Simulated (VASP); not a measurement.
# CdSe (Cadmoselite) (P6_3mc) in VASP: a series of runs

One crystal, CdSe (Cadmoselite), is run at these levels: LDA, PBE; tasks: single point.

Everything below comes from runs of VASP 6.6.1. Logs are shortened: lines on timing, memory, paths and dates and some standing lists are left out, and cuts for length are marked.

## (1) The structure

The structure is hexagonal, space group P6_3mc (No. 186). Conventional cell: a = 4.300 Å, b = 4.300 Å, c = 7.020 Å, α = 90.00°, β = 90.00°, γ = 120.00°. Around Cd (site symmetry 3m) lie 4 Se at 2.61 to 2.70 Å. Around Se (site symmetry 3m) lie 4 Cd at 2.61 to 2.70 Å.

## (2) Single point, LDA (grid = ENCUT=400 dk=0.45 cell=2x2x2 ISMEAR=0 SIGMA=0.05 LREAL=Auto EDIFF=1e-06)

Contents of INCAR:

```
SYSTEM = CdSe
ALGO = Fast
EDIFF = 1E-6
ENCUT = 400
GGA = CA
ISIF = 2
ISMEAR = 0
LASPH = .TRUE.
LCHARG = .FALSE.
LREAL = Auto
LWAVE = .FALSE.
NBANDS = 154
NELM = 120
PREC = Accurate
SIGMA = 0.05
```

Contents of KPOINTS:

```
k-points
0
G
  2 2 1
  0 0 0
```

Contents of POSCAR:

```
CdSe
1.0
    8.6000000000      0.0000000000      0.0000000000
   -4.3000000000      7.4478184726      0.0000000000
    0.0000000000      0.0000000000     14.0400000000
Cd Se
16 16
Direct
    0.3333333334      0.1666666666      0.2500000000
    0.3333333334      0.1666666666      0.7500000000
    0.3333333334      0.6666666666      0.2500000000
    0.3333333334      0.6666666666      0.7500000000
    0.8333333333      0.1666666666      0.2500000000
    0.8333333333      0.1666666666      0.7500000000
    0.8333333333      0.6666666666      0.2500000000
    0.8333333333      0.6666666666      0.7500000000
    0.1666666666      0.3333333334      0.0000000000
    0.1666666666      0.3333333334      0.5000000000
    0.1666666666      0.8333333333      0.0000000000
    0.1666666666      0.8333333333      0.5000000000
    0.6666666666      0.3333333334      0.0000000000
    0.6666666666      0.3333333334      0.5000000000
    0.6666666666      0.8333333333      0.0000000000
    0.6666666666      0.8333333333      0.5000000000
    0.3333333334      0.1666666666      0.4425000000
    0.3333333334      0.1666666666      0.9425000000
    0.3333333334      0.6666666666      0.4425000000
    0.3333333334      0.6666666666      0.9425000000
    0.8333333333      0.1666666666      0.4425000000
    0.8333333333      0.1666666666      0.9425000000
    0.8333333333      0.6666666666      0.4425000000
    0.8333333333      0.6666666666      0.9425000000
    0.1666666666      0.3333333334      0.1925000000
    0.1666666666      0.3333333334      0.6925000000
    0.1666666666      0.8333333333      0.1925000000
    0.1666666666      0.8333333333      0.6925000000
    0.6666666666      0.3333333334      0.1925000000
    0.6666666666      0.3333333334      0.6925000000
    0.6666666666      0.8333333333      0.1925000000
    0.6666666666      0.8333333333      0.6925000000
```

Potentials or basis: VASP PAW LDA potentials, release 64 (Cd, Se).

Launch:

```sh
> cat potpaw_LDA.64/Cd/POTCAR potpaw_LDA.64/Se/POTCAR > POTCAR
> mpirun -np 1 vasp_std > vasp.out
```

OUTCAR:

```text
SYSTEM = CdSe
   EDIFF = 1E-6
   ENCUT = 400
   GGA = CA
   ISIF = 2
   ISMEAR = 0
   LASPH = .TRUE.
   LREAL = Auto
   NELM = 120
   PREC = Accurate

 Found      2 irreducible k-points:

 Following reciprocal coordinates:
            Coordinates               Weight
  0.000000  0.000000  0.000000      1.000000
  0.500000 -0.000000  0.000000      3.000000
   k-points           NKPTS =      2   k-points in BZ     NKDIM =      2   number of bands    NBANDS=    154
   number of dos      NEDOS =    301   number of ions     NIONS =     32
   total plane-waves  NPLWV = 301056
   dimension x,y,z NGX =    56 NGY =   56 NGZ =   96
   dimension x,y,z NGXF=   112 NGYF=  112 NGZF=  192
   ions per type =              16  16
   NGX,Y,Z   is equivalent  to a cutoff of  10.83, 10.83, 11.37 a.u.
   NGXF,Y,Z  is equivalent  to a cutoff of  21.65, 21.65, 22.73 a.u.
 SYSTEM =  CdSe
   PREC   = accura    normal or accurate (medium, high low for compatibility)
   ISTART =      0    job   : 0-new  1-cont  2-samecut
   ICHARG =      2    charge: 1-file 2-atom 10-const
   ISPIN  =      1    spin polarized calculation?
   LNONCOLLINEAR =      F non collinear calculations
   LSORBIT =      F    spin-orbit coupling
   LASPH  =      T    aspherical Exc in radial PAW
   ENCUT  =  400.0 eV  29.40 Ry    5.42 a.u.  14.02 14.02 22.90*2*pi/ulx,y,z
   NELM   =    120;   NELMIN=  2; NELMDL= -5     # of ELM steps
   EDIFF  = 0.1E-05   stopping-criterion for ELM
   LREAL  =      T    real-space projection
   EDIFFG = 0.1E-04   stopping-criterion for IOM
   NSW    =      0    number of steps for IOM
   IBRION =     -1    ionic relax: 0-MD 1-quasi-New 2-CG
   NFREE  =      0    steps in history (QN), initial steepest desc. (CG)
   ISIF   =      2    stress and relaxation
   ISYM   =      2    0-nonsym 1-usesym 2-fastsym
   POTIM  = 0.5000    time-step for ionic-motion
   TEBEG  =    0.0;   TEEND  =   0.0 temperature during run
   PSTRESS=    0.0 pullay stress
   NELECT =     288.0000    total number of electrons
   NUPDOWN=      -1.0000    fix difference up-down
   EMIN   =  10.00;   EMAX   =-10.00  energy-range for DOS
   EFERMI =   0.00;   METHOD = LEGACY
   ISMEAR =     0;   SIGMA  =   0.05  broadening in eV -4-tet -1-fermi 0-gaus
   EFERMI_NEDOS =   21; number of points for ismear=-14 and -15
   IALGO  =     68    algorithm
   IMIX   =      4    mixing-type and parameters
     AMIX     =   0.40;   BMIX     =  1.00
     AMIX_MAG =   1.60;   BMIX_MAG =  1.00
  volume/ion in A,a.u.               =      28.10       189.64
  Fermi-wavevector in a.u.,A,eV,Ry     =   1.120059  2.116604 17.068937  1.254531
  Thomas-Fermi vector in A             =   2.256702
   LORBIT       =      0    0 simple, 1 ext, 2 COOP (PROOUT), +10 PAW based schemes
   GGA     = CA    functional components
   LHFCALC =     F    Hartree Fock is set to
   AEXX    =    0.0000 exact exchange contribution
   IVDW    =     0    specifies the selected vdW correction
   LEPSILON=     F    determine dielectric tensor
   LRPA    =     F    only Hartree local field effects (RPA)
 non-spin polarized calculation
 RMM-DIIS sequential band-by-band and
 Gauss-broadening in eV      SIGMA  =   0.05
  energy-cutoff  :      400.00
  volume of cell :      899.28
 maximum number of plane-waves:     16378
   NGX = 29   NGY = 29   NGZ = 45

 number of electron     287.9999950 magnetization

 Free energy of the ion-electron system (eV)
  ---------------------------------------------------
  ext. energy  EPLUGINS =         0.00000000
  ---------------------------------------------------
  free energy    TOTEN  =      -107.36828161 eV

  energy without entropy =     -107.36828161  energy(sigma->0) =     -107.36828161

 E-fermi :   1.0478     XC(G=0):  -9.2835

 val. band max:        0.8218060522   @ k =   0.0000   0.0000   0.0000
 cond. band min:       1.2691531484   @ k =   0.0000   0.0000   0.0000
 fundamental gap:      0.4473470962
 Fermi energy:         1.0478113094

 k-point     1 :       0.0000    0.0000    0.0000
  band No.  band energies     occupation
      1     -11.8227      2.00000
      2     -11.6347      2.00000
      3     -11.6347      2.00000
      4     -11.4488      2.00000
      5     -11.4378      2.00000
      6     -11.4378      2.00000
[... 146 lines left out ...]
    153       3.6241      0.00000
    154       3.8120      0.00000

 k-point     2 :       0.5000   -0.0000    0.0000
  band No.  band energies     occupation
      1     -11.6463      2.00000
      2     -11.6463      2.00000
      3     -11.5036      2.00000
      4     -11.5036      2.00000
      5     -11.5036      2.00000
      6     -11.5036      2.00000
[... 146 lines left out ...]
    153       4.4097      0.00000
    154       4.4267      0.00000

------------------------ aborting loop because EDIFF is reached ----------------------------------------

  FORCE on cell =-STRESS in cart. coord.  units (eV):
  Direction    XX          YY          ZZ          XY          YZ          ZX
  --------------------------------------------------------------------------------------
  -------------------------------------------------------------------------------------
  Total       -5.5884429     -5.5884429    -16.9293465      0.0000000      0.0000000      0.0000000
  in kB       -9.9565014     -9.9565014    -30.1617221      0.0000000      0.0000000      0.0000000
  external PRESSURE =     -16.6915750 kB  Pullay stress =       0.0000000 kB

 VOLUME and BASIS-vectors are now :
 -----------------------------------------------------------------------------
  energy-cutoff  :      400.00
  volume of cell :      899.28
      direct lattice vectors                 reciprocal lattice vectors
     8.600000000  0.000000000  0.000000000     0.116279070  0.067133752  0.000000000
    -4.300000000  7.447818473  0.000000000     0.000000000  0.134267504  0.000000000
     0.000000000  0.000000000 14.040000000     0.000000000  0.000000000  0.071225071

 POSITION                                       TOTAL-FORCE (eV/Angst)
 -----------------------------------------------------------------------------------
      2.15000      1.24130      3.51000         0.000000     -0.000000      0.277857
      2.15000      1.24130     10.53000        -0.000000     -0.000000      0.277857
      0.00000      4.96521      3.51000        -0.000000     -0.000000      0.277857
      0.00000      4.96521     10.53000         0.000000      0.000000      0.277857
      6.45000      1.24130      3.51000         0.000000      0.000000      0.277857
      6.45000      1.24130     10.53000        -0.000000      0.000000      0.277857
[... 24 lines left out ...]
      2.15000      6.20652      2.70270         0.000000      0.000000     -0.277857
      2.15000      6.20652      9.72270         0.000000     -0.000000     -0.277857
 -----------------------------------------------------------------------------------
    total drift:                                0.000000      0.000003      0.089911

  FREE ENERGIE OF THE ION-ELECTRON SYSTEM (eV)
  ---------------------------------------------------
  free  energy   TOTEN  =      -107.3682816073 eV

  energy  without entropy=     -107.3682816072  energy(sigma->0) =     -107.36828161
```

Run time: 3 min. Hardware: 1 thread of Intel Xeon 6975P-C (Granite Rapids), shared host; peak memory 0.52 GiB.

These settings aren't checked as converged: the numbers below hold their error.

Results:

```
Free energy            : -107.3683 eV
Pressure               : -1.7 GPa
Largest force          : 0.278 eV/Å
Band gap on the k mesh : 0.45 eV
```

Caveat: the k mesh is coarse (spacing up to 0.45 Å⁻¹), so the values aren't converged.

## (3) Single point, LDA (grid = ENCUT=400 dk=0.9 cell=2x2x2 ISMEAR=0 SIGMA=0.05 LREAL=Auto EDIFF=1e-06)

INCAR is that of step 2.

Contents of KPOINTS:

```
k-points
0
G
  1 1 1
  0 0 0
```

POSCAR is that of step 2.

Potentials or basis: VASP PAW LDA potentials, release 64 (Cd, Se).

Launch:

```sh
> cat potpaw_LDA.64/Cd/POTCAR potpaw_LDA.64/Se/POTCAR > POTCAR
> mpirun -np 1 vasp_std > vasp.out
```

It took 94 s on 1 thread of Intel Xeon 6975P-C (Granite Rapids), shared host; peak memory 0.48 GiB.

These settings aren't checked as converged: the numbers below hold their error.

Results:

| Item | Value |
| --- | --- |
| Free energy | -97.9837 eV |
| Pressure | 0.2 GPa |
| Largest force | 0.518 eV/Å |
| Band gap on the k mesh | 0.33 eV |

Caveat: the k mesh is coarse (spacing up to 0.84 Å⁻¹), so the values aren't converged; an odd mesh through Γ misses points on the zone boundary, where band edges often lie.

## (4) Single point, PBE, spin-orbit coupling, no magnetisation

This run uses another cell than the first one: it holds 4 atoms, not 32.

Contents of INCAR:

```
PREC     = Accurate       # precision mode
ENCUT    = 500            # plane-wave cutoff, eV
EDIFF    = 1E-7           # SCF threshold, eV
ISMEAR   = 0              # smearing method
SIGMA    = 0.02           # smearing width, eV
LREAL    = F              # projectors in reciprocal space
LASPH    = T              # aspherical terms in the spheres
NELM     = 100            # most SCF steps
ALGO     = Normal         # electronic algorithm
ISIF     = 2              # what is computed and relaxed
LWAVE    = F              # write WAVECAR
LCHARG   = F              # write CHGCAR
MAGMOM   = 0 0 0 0 0 0 0 0 0 0 0 0 # initial moments
LORBIT   = 11             # projections on sites
LSORBIT  = T              # spin-orbit coupling
GGA_COMPAT= F            
GGA      = PE             # functional
NBANDS   = 52             # bands
```

Contents of KPOINTS:

```
regular mesh
0
Gamma
  6 6 4
```

Contents of POSCAR:

```
CdSe
1.0
    4.3000000000      0.0000000000      0.0000000000
   -2.1500000000      3.7239092363      0.0000000000
    0.0000000000      0.0000000000      7.0200000000
Cd Se
2 2
Direct
    0.6666666667      0.3333333333      0.5000000000
    0.3333333333      0.6666666667      0.0000000000
    0.6666666667      0.3333333333      0.8850000000
    0.3333333333      0.6666666667      0.3850000000
```

Potentials or basis: VASP PAW PBE potentials, release 64 (Cd, Se).

Launch:

```sh
> cat potpaw_PBE.64/Cd/POTCAR potpaw_PBE.64/Se/POTCAR > POTCAR
> mpirun -np 1 vasp_ncl > vasp.out
```

Run time: 3.2 min. Hardware: 1 thread of Intel Xeon Platinum 8559C (Emerald Rapids), shared host; peak memory 0.56 GiB.

The run converged, but some of its settings lie outside the range that counts as converged, so its numbers aren't taken as properties of the crystal.

Results:

```yaml
Free_energy: -10.9985 eV
Pressure: 3.3 GPa
Largest_force: 0.292 eV/Å
Valence_electrons_inside_the_program's_atomic_spheres: Cd 10.32; Se 3.87
```

## (5) For comparison

An earlier run on the cell as given: functional PBE; potentials or basis VASP PAW PBE potentials, release 64 (Cd, Se); cutoff 520 eV; k mesh 7 × 7 × 4; occupations fermi-dirac, width 0.05 eV; no spin polarisation.

* Pressure: 3.3 GPa
* Largest force: 0.291 eV/Å
* Band gap on the k mesh: 0.70 eV, direct
